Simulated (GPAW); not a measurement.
Al2Cu (Khatyrkite):

```
Cu Al
1.0
    -3.03350    3.03350    2.43850
     3.03350   -3.03350    2.43850
     3.03350    3.03350   -2.43850
Cu Al
2 4
Direct
  0.25000 0.25000 0.00000
  0.75000 0.75000 0.00000
  0.34190 0.15810 0.50000
  0.84190 0.34190 0.18380
  0.65810 0.84190 0.50000
  0.15810 0.65810 0.81620
```

| Quantity | Value |
| --- | --- |
| Program | GPAW 26.7.0 |
| Task | relaxation of cell and atoms |
| Functional | PBEsol |
| Potentials or basis | PAW data sets generated in the run's folder for this functional |
| Cutoff | 600 eV |
| Basis | pw |
| k mesh | 5 × 5 × 5 |
| Occupations | fermi-dirac, width 0.05 eV |
| Spin | no spin polarisation |

At the start: pressure -3.1 GPa; volume 14.96 Å³/atom.

**Question.** How do energy, volume and symmetry change on relaxing?

**Answer.** Over 11 steps the energy falls by 8.9 meV/atom and the volume is 14.49 Å³/atom (-3.1 %); space group I4/mcm (No. 140, to 0.05 Å).

Step by step:
| step | energy change (eV) | largest force (eV/Å) | pressure (GPa) | volume (Å³) |
| --- | --- | --- | --- | --- |
| 1 | 0.0000 | 0.0991 | -3.11 | 89.76 |
| 2 | -0.0056 | 0.0870 | -2.91 | 89.57 |
| 3 | -0.0460 | 0.1136 | 0.44 | 86.78 |
| 4 | -0.0469 | 0.0836 | 0.09 | 87.04 |
| 5 | -0.0481 | 0.0571 | -0.06 | 87.14 |
| 6 | -0.0511 | 0.0088 | -0.14 | 87.17 |
| 7 | -0.0523 | 0.0286 | 0.06 | 87.00 |
| 8 | -0.0528 | 0.0238 | 0.24 | 86.86 |
| 9 | -0.0530 | 0.0167 | 0.28 | 86.83 |
| 10 | -0.0533 | 0.0039 | 0.27 | 86.85 |
| 11 | -0.0535 | 0.0041 | 0.17 | 86.94 |

Final structure:
```
Cu Al
1.0
    -3.02608    3.02608    2.37349
     3.02608   -3.02608    2.37349
     3.02608    3.02608   -2.37349
Cu Al
2 4
Direct
  0.25000 0.25000 0.00000
  0.75000 0.75000 0.00000
  0.34127 0.15873 0.50000
  0.84127 0.34127 0.18255
  0.65873 0.84127 0.50000
  0.15873 0.65873 0.81745
```

Caveat: with this Cu data set, volumes or pressures lay over 1.5 % or 2 GPa off other programs in two to four cells of ten; later steps reuse the first step's grids.
